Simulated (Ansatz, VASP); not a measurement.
## Sb in VASP and in Ansatz

File POSCAR:

```
Sb
1.0
    2.0645170000      3.5758420000      0.0000000000
   -2.0645170000      3.5758420000      0.0000000000
    0.0000000000     -2.3838940000      3.8222960000
Sb
2
Direct
    0.2276400000      0.2276400000      0.6829200000
    0.7723600000      0.7723600000      0.3170800000
```

File INCAR.step1:

```
SYSTEM = Sb
PREC = Accurate ; ENCUT = 520
ISMEAR = -5 ; SIGMA = 0.1
LREAL = .False. ; LASPH = .True.
NELM = 60 ; NBANDS = 12
GGA = PE ; ALGO = Normal
EDIFF = 1E-4 ; LWAVE = .True.
LCHARG = .False.
```

Contents of INCAR.step2:

```
SYSTEM = Sb
PREC = Accurate ; ENCUT = 520
EDIFF = 1E-6 ; ISMEAR = -5
SIGMA = 0.1 ; LREAL = .False.
LASPH = .True. ; NELM = 60
ALGO = Normal ; ISIF = 2
LWAVE = .False. ; LCHARG = .False.
METAGGA = R2SCAN ; LMIXTAU = .True.
NBANDS = 12 ; ISTART = 1
```

File KPOINTS:

```
Automatic mesh
0
Gamma
  5 5 5
  0 0 0
```

Input for Ansatz:

```yaml
crystal:
  lattice:
    - [2.064517, 3.575842, 0.0]
    - [-2.064517, 3.575842, 0.0]
    - [0.0, -2.383894, 3.822296]
  atoms:
    - { symbol: Sb, position: [0.22764, 0.22764, 0.68292] }
    - { symbol: Sb, position: [0.77236, 0.77236, 0.31708] }
  symmetry: { tolerance: 0.0003 }
kpoints:
  mp_grid: { grid: [5, 5, 5], shift: [0, 0, 0] }
magnetization:
  spin_polarized: false
scf:
  occupations: { method: tetrahedron }
hamiltonian:
  pseudopotentials: { kind: paw }
  xc: r2scan
basis:
  ecutwfc: 500
output:
  forces: true
  stress: true
  eigenvalues: true
  write_density: true
  write_potential: true
  elf: true
  volumetric_format: npy
```

The cell was built by a generator and needn't be a form met in nature.

Alike in both runs: task single point; functional r2SCAN; k mesh 5 × 5 × 5; occupations tetrahedron; no spin polarisation.

|  | VASP | Ansatz |
| --- | --- | --- |
| version | VASP 6.6.1 | Ansatz 0.2.0 |
| potentials or method | VASP PAW PBE potentials, release 64 (Sb) | PAW plane waves |
| plane-wave cutoff (eV) | 520 | 500 |
| valence electrons in the cell | 10 | 30 |

VASP gave:

| Property | Result |
| --- | --- |
| gap on the k mesh at the Fermi level (eV) | 0.23 |
| pressure (GPa) | 10.5 |
| largest component of the traceless stress (GPa) | 3.34 |
| rms of the force components (eV/Å) | 0.753 |

Task: What did Ansatz give for the same quantities?

Result: gap on the k mesh at the Fermi level (eV): 0.24; pressure (GPa): 10.1; largest component of the traceless stress (GPa): 3.19; rms of the force components (eV/Å): 0.690.

Atom by atom the forces differ by 0.062 eV/Å (rms over components). The two sets of potentials don't hold the same shells in valence. Ansatz warned: «band_table_not_solved_further».

Caveats: the PAW data sets were made with another functional, which shifts forces and pressure a little (VASP); spin-orbit coupling is left out, which moves the levels of the heavy elements; an odd mesh through Γ misses points on the zone boundary, where band edges often lie.
